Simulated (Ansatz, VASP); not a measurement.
# AlN: VASP beside Ansatz

INCAR

```
PREC     = Accurate       # precision mode
ENCUT    = 520            # plane-wave cutoff, eV
EDIFF    = 1E-6           # SCF threshold, eV
ISMEAR   = 0              # smearing method
SIGMA    = 0.05           # smearing width, eV
LREAL    = F              # projectors in reciprocal space
LASPH    = T              # aspherical terms in the spheres
NELM     = 80             # most SCF steps
ALGO     = Normal         # electronic algorithm
ISIF     = 2              # what is computed and relaxed
LWAVE    = F              # write WAVECAR
LCHARG   = F              # write CHGCAR
GGA      = PS             # functional
NBANDS   = 11             # bands
```

The input KPOINTS:

```
Automatic mesh
0
Gamma
  10 10 10
```

Contents of POSCAR:

```
AlN
1.0
   -0.0404454407      2.0222720330      2.0222720330
    1.9818265923      0.0000000000      1.9818265923
    2.0222720330      2.0222720330     -0.0404454407
Al N
1 1
Direct
    0.5000000000      0.5000000000      0.5000000000
    0.0000000000      0.0000000000      0.0000000000
```

Input for Ansatz:

```yaml
crystal:
  lattice:
    - [-0.0404454407, 2.022272033, 2.022272033]
    - [1.9818265923, 0.0, 1.9818265923]
    - [2.022272033, 2.022272033, -0.0404454407]
  atoms:
    - { symbol: Al, position: [0.5, 0.5, 0.5] }
    - { symbol: "N", position: [0.0, 0.0, 0.0] }
basis:
  ecutwfc: 520.0
kpoints:
  mp_grid: { grid: [10, 10, 10] }
hamiltonian:
  xc: pbesol
  pseudopotentials: { kind: paw, azcp: { folder: soft_1 } }
scf:
  occupations: { method: gaussian, width: 0.05 }
output:
  forces: true
  stress: true
  eigenvalues: true
```

Change from the starting cell: engineering shear strain xz -0.0400, engineering shear strain yz +0.0000.

Alike in both runs: task single point; functional PBEsol; k mesh 10 × 10 × 10; occupations gaussian, width 0.05 eV; no spin polarisation.

|  | VASP | Ansatz |
| --- | --- | --- |
| version | VASP 6.6.1 | Ansatz 0.2.0 |
| potentials or method | VASP PAW PBE potentials, release 64 (Al, N) | scalar-relativistic, plane waves, PAW |
| plane-wave cutoff (eV) | 520 | 520 |
| valence electrons in the cell | 8 | 8 |

|  | VASP | Ansatz | Ansatz less VASP |
| --- | --- | --- | --- |
| gap on the k mesh at the Fermi level (eV) | 3.84 | 3.84 | +0.001 |
| least direct gap on the mesh (eV) | 5.31 | 5.29 | -0.019 |
| pressure (GPa) | 0.2 | 0.2 | -0.04 |
| largest component of the traceless stress (GPa) | 12.51 | 12.50 | -0.010 |

Ansatz warned: «pseudo_functional_mismatch».

Caveats: the PAW data sets were made with another functional, which shifts forces and pressure a little (VASP). A k mesh can miss the band edges.
